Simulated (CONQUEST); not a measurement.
**CuO under changes of volume**

One of the cells (9.643 Å³/atom); the others are scaled copies at fixed shape and fractional positions:

```xyz
4
Lattice="2.7681 0.0000 0.0000 0.0000 2.8363 0.0000 0.0000 0.0000 4.9127" Properties=species:S:1:pos:R:3 pbc="T T T"
Cu    0.0000    0.0000    0.0000
Cu    0.0000    1.4182    2.4563
O     1.3841    0.0000    3.2751
O     1.3841    1.4182    0.8188
```

Measurements of this composition are mostly on another form, of space group No. 15.

* Program: CONQUEST 1.3
* Functional: PBEsol
* Potentials or basis: PseudoDojo NC PBEsol, DZP, grid of 32 × 32 × 60 points
* k mesh: 10 × 9 × 6
* Occupations: fermi-dirac, width 0.05 eV
* Spin: no spin polarisation

```csv
volume (Å³/atom),energy over the lowest point (meV/atom),pressure (GPa),largest force (eV/Å)
9.064,?,?,?
9.257,0.00,-1.1,0.006
9.450,4.16,-5.3,0.005
9.643,12.73,-8.6,0.006
9.836,24.64,-11.0,0.006
10.028,39.35,-13.4,0.001
10.221,56.96,-15.6,0.004
```

Q: What does the run at 9.064 Å³/atom give?

A: Energy over the lowest point 1.36 meV/atom; pressure 3.1 GPa; largest force 0.002 eV/Å.

Worked out: A Birch-Murnaghan fit of order 3 (a polynomial in V^(-2/3)) to the other rows has its minimum at 9.18 Å³/atom, just outside them, with B0 = V·E''(V) = 202 GPa and B' = 6.2 at fixed shape and positions, which overstates the stiffness. It gives 0.50 meV/atom at 9.064 Å³/atom, against the run's 1.36, and -dE/dV = 2.6 GPa, against 3.1.

Energies are extrapolated to zero smearing.

Caveats: the basis of atomic orbitals isn't converged, which shifts pressures, moduli and gaps; the run has no spin polarisation, though such a crystal can be magnetic.
